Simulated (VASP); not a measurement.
Input of a VASP 6.6.1 run:

INCAR

```
ALGO = Normal ; EDIFF = 1E-6
ENCUT = 520 ; GGA = PS
ISIF = 2 ; ISMEAR = 0
LASPH = T ; LCHARG = F
LREAL = F ; LWAVE = F
NBANDS = 19 ; NELM = 100
PREC = Accurate ; SIGMA = 0.05
```

Contents of KPOINTS:

```
k-points
0
Gamma
  8 8 8
```

The input POSCAR:

```
CaF2
1.0
    0.0000000000      2.7517343750      2.7517343750
    2.7312500000      0.0204843750      2.7312500000
    2.7312500000      2.7312500000      0.0204843750
Ca F
1 2
Direct
    0.0000000000      0.0000000000      0.0000000000
    0.2500000000      0.2500000000      0.2500000000
    0.7500000000      0.7500000000      0.7500000000
```

Potentials or basis: VASP PAW PBE potentials, release 64 (Ca_sv, F).

Run with:

```sh
$ cat potpaw_PBE.64/Ca_sv/POTCAR potpaw_PBE.64/F/POTCAR > POTCAR
$ mpirun -np 1 vasp_std > vasp.out
```

(1) Predict the pressure.

(2) Estimate the largest force.

(3) Estimate the band gap on the k mesh.

## Answers

(1) -1.6 GPa.

(2) 0.034 eV/Å.

(3) 7.09 eV, indirect (least direct gap 7.34 eV).

Caveat: the PAW data sets were made with another functional, which shifts forces and pressure a little.
